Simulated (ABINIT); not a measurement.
The system is Hf.

```
Hf
1.0
     3.19670    0.00000    0.00000
    -1.59835    2.76842    0.00000
     0.00000    0.00000    5.05780
Hf
2
Direct
  0.66667 0.33333 0.75000
  0.33333 0.66667 0.25000
```

Base run:

| Property | Result |
| --- | --- |
| Program | ABINIT 10.8.3 (patched build) |
| Functional | r2SCAN |
| Potentials or basis | JTH PAW PBE v2.0 |
| Cutoff | 626 eV |
| k mesh | 10 × 10 × 5 |
| Occupations | fermi-dirac, width 0.05 eV |
| Spin | no spin polarisation |

Its results: band gap on the k mesh none (metal or under the smearing width); pressure -0.3 GPa.

Question: After a change of settings the same cell gave: band gap on the k mesh none (metal or under the smearing width); pressure -1.9 GPa. Which change was it?
A. potentials or basis from JTH PAW PBE v2.0 to Ansatz PAW PBE default generated set, frozen core; cutoff from 626 eV to 490 eV; fine-grid cutoff from 1224.51 eV to 979.61 eV; valence electrons from 24 to 52
B. potentials or basis from JTH PAW PBE v2.0 to SG15 NC PBE v1.2; cutoff from 626 eV to 980 eV; valence electrons from 24 to 52
C. potentials or basis from JTH PAW PBE v2.0 to PseudoDojo NC SR PBE v0.4.1 standard; cutoff from 626 eV to 952 eV

Answer: C.

Caveats: spin-orbit coupling is left out, which moves the levels of the heavy elements; the PAW data sets were made with another functional, which shifts forces and pressure a little (some runs); a meta-GGA on potentials with a model core is unreliable (some runs); the potentials were made for another functional, which shifts forces and pressure (some runs).
